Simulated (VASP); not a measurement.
Set up this calculation in VASP 6.6.1, as the native input.

```
Task                   : single point
Functional             : PBEsol
Potentials or basis    : VASP PAW PBE potentials, release 64 (Yb, H)
Cutoff                 : 520 eV
k mesh                 : 10 × 10 × 10
Occupations            : gaussian, width 0.05 eV
Spin                   : no spin polarisation
Dipole correction      : no
Further INCAR settings : ALGO = Normal; EDIFF = 1e-07; NBANDS = 22
```

The structure of YbH3 lies in POSCAR:

```
YbH3
1.0
    0.0000000000      2.7662617753      2.7662617753
    2.7662617753      0.0000000000      2.7662617753
    2.7662617753      2.7662617753      0.0000000000
Yb H
1 3
Direct
    0.0000000000      0.0000000000      0.0000000000
    0.5000000000      0.5000000000      0.5000000000
    0.2500000000      0.2500000000      0.2500000000
    0.7500000000      0.7500000000      0.7500000000
```

The cell comes from a database or a generator and needn't be the stable form of this composition.

These files were run (other wordings do the same):

INCAR

```
SYSTEM = YbH3
PREC = Accurate
ENCUT = 520
EDIFF = 1E-7
ISMEAR = 0
SIGMA = 0.05
LREAL = .False.
LASPH = .True.
NELM = 80
ALGO = Normal
ISIF = 2
LWAVE = .False.
LCHARG = .True.
GGA = PS
LELF = .True.
LVHAR = .True.
NBANDS = 22
```

KPOINTS

```
Automatic mesh
0
Gamma
  10 10 10
  0 0 0
```

Potentials or basis: VASP PAW PBE potentials, release 64 (Yb, H).

Command:

```sh
$ cat potpaw_PBE.64/Yb/POTCAR potpaw_PBE.64/H/POTCAR > POTCAR
$ mpirun -np 1 vasp_std > vasp.out
```

It gave:

The pressure is -15.6 GPa and the band gap on the k mesh is none (metal or under the smearing width).

Caveat: so large a pressure means that the cell lies far from this level's equilibrium, or that cutoff or potentials fall short; the potentials were made for another functional, which shifts forces and pressure; without U or exact exchange the open f shell lies at the Fermi level, which spoils levels, moments and volumes.

Run time: 45 s on 1 thread of Intel(R) Xeon(R) 6975P-C (Granite Rapids) (shared host), peak memory 0.21 GiB.
